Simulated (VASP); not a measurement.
A calculation with VASP 6.6.1 of NaI (native input, structure from a POSCAR):

The input INCAR:

```
SYSTEM = NaI
PREC     = Accurate       ! precision mode
ENCUT    = 520            ! plane-wave cutoff, eV
EDIFF    = 1E-6           ! SCF threshold, eV
ISMEAR   = 0              ! smearing method
SIGMA    = 0.1            ! smearing width, eV
LREAL    = .FALSE.        ! projectors in reciprocal space
LASPH    = .TRUE.         ! aspherical terms in the spheres
NELM     = 60             ! most SCF steps
ALGO     = Normal         ! electronic algorithm
ISIF     = 2              ! what is computed and relaxed
LWAVE    = .FALSE.        ! write WAVECAR
LCHARG   = .TRUE.         ! write CHGCAR
LELF     = .TRUE.         ! ELF
LVHAR    = .TRUE.
```

The input KPOINTS:

```
Automatic mesh
0
G
  9 9 9
  0 0 0
```

The input POSCAR:

```
NaI
1.0
   -2.2145135000      2.2145135000      8.3637720000
    2.2145135000     -2.2145135000      8.3637720000
    2.2145135000      2.2145135000     -8.3637720000
I Na
2 2
Cartesian
    0.0000000000      0.0000000000      0.0000000000
    0.0000000000      2.2145135000      4.1818860000
    0.0000000000      0.0000000000      8.3637720000
    2.2145135000      0.0000000000      4.1818860000
```

Potentials or basis: VASP PAW LDA potentials, release 64 (I, Na_pv).

Run with:

```bash
$ cat potpaw_LDA.64/I/POTCAR potpaw_LDA.64/Na_pv/POTCAR > POTCAR
$ mpirun -np 1 vasp_std > vasp.out
```

Measurements of this composition are mostly on another form, of space group No. 225.

Problem. Write the same calculation in another form: ASE script, structure typed inline.

Solution. As run:

File run.py:

```python
from ase import Atoms
from ase.calculators.vasp import Vasp
from ase.dft.bandgap import bandgap

atoms = Atoms(
    ['I', 'I', 'Na', 'Na'],
    cell=[[-2.2145135, 2.2145135, 8.363772], [2.2145135, -2.2145135, 8.363772], [2.2145135, 2.2145135, -8.363772]],
    scaled_positions=[[0.0, 0.0, 0.0], [0.75, 0.25, 0.5], [0.5, 0.5, 0.0], [0.25, 0.75, 0.5]],
    pbc=True,
)
calc = Vasp(
    directory='calc',
    xc='lda',
    pp='LDA',
    setups='recommended',
    prec='Accurate',
    encut=520,
    ediff=1e-07,
    ismear=0,
    sigma=0.1,
    lreal=False,
    lasph=True,
    nelm=60,
    algo='Fast',
    isif=2,
    lwave=False,
    lcharg=False,
    kpts=[9, 9, 9],
    gamma=True,
)
atoms.calc = calc

print('energy (eV):', atoms.get_potential_energy())
print('free energy (eV):', atoms.get_potential_energy(force_consistent=True))
print('forces (eV/A):')
print(atoms.get_forces())
print('stress (eV/A^3, Voigt):', atoms.get_stress())
print('Fermi level (eV):', calc.get_fermi_level())
gap, top, bottom = bandgap(calc)
print('band gap (eV):', gap, 'from (spin, k, band)', top, 'to', bottom)
```

Potentials or basis: VASP PAW LDA potentials, release 64 (I, Na_pv).

The run is started by

```bash
$ python run.py
```

Both were run:

|  | native input, structure from a POSCAR | ASE script, structure typed inline |
| --- | --- | --- |
| Pressure | -1.4 GPa | -1.4 GPa |
| Band gap on the k mesh | 2.80 eV, indirect (least direct gap 2.85 eV) | 2.80 eV, indirect (least direct gap 2.85 eV) |

Keys that steer only the numerical path or the files written may differ.

Caveat: spin-orbit coupling is left out, which moves the levels of the heavy elements; an odd mesh through Γ misses points on the zone boundary, where band edges often lie.
